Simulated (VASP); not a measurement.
Slab: Te2Mo, a slab with vacuum.

```
Te Mo
1.0
     6.36161    0.00000    0.00000
     0.00000    3.48040    0.00000
    -0.08574    0.00000   36.17589
Te Mo
4 2
Cartesian
  2.6844 2.6103 19.5604
  3.5915 0.8701 16.6155
  5.8104 0.8701 20.1329
  0.4655 2.6103 16.0430
  1.1110 0.8701 17.9963
  5.1649 2.6103 18.1796
```

| Quantity | Value |
| --- | --- |
| Program | VASP 6.6.1 |
| Task | single point |
| Functional | PBEsol |
| Potentials or basis | VASP PAW PBE potentials, release 64 (Te, Mo_sv) |
| Cutoff | 520 eV |
| k mesh | 4 × 8 × 1 |
| Occupations | fermi-dirac, width 0.05 eV |
| Spin | no spin polarisation |

On this cell: largest force 0.228 eV/Å; band gap on the k mesh none (metal or under the smearing width).

The same run follows on a disturbed copy (atoms moved at random, drawn with an rms of 0.05 Å):

```xyz
6
Lattice="6.3616 0.0000 0.0000 0.0000 3.4804 0.0000 -0.0857 0.0000 36.1759" Properties=species:S:1:pos:R:3 pbc="T T T"
Te    2.7077    2.6139   19.5627
Te    3.6184    0.8965   16.6061
Te    5.7867    0.8768   20.1418
Te    0.4673    2.5662   16.0559
Mo    1.1287    0.9040   17.9964
Mo    5.1593    2.6126   18.1526
```

Task: What changes?

Result: The energy (extrapolated to zero smearing) moves by +6.5 meV/atom; largest force 0.638 eV/Å; band gap on the k mesh none (metal or under the smearing width).

Forces in eV/Å, atoms in the order of the input:
```
Te  -0.100  0.032 -0.279
Te  -0.252 -0.084  0.117
Te   0.122  0.003 -0.556
Te   0.117  0.447 -0.108
Mo  -0.120 -0.460  0.236
Mo   0.233  0.063  0.590
```

Caveats: the PAW data sets were made with another functional, which shifts forces and pressure a little.
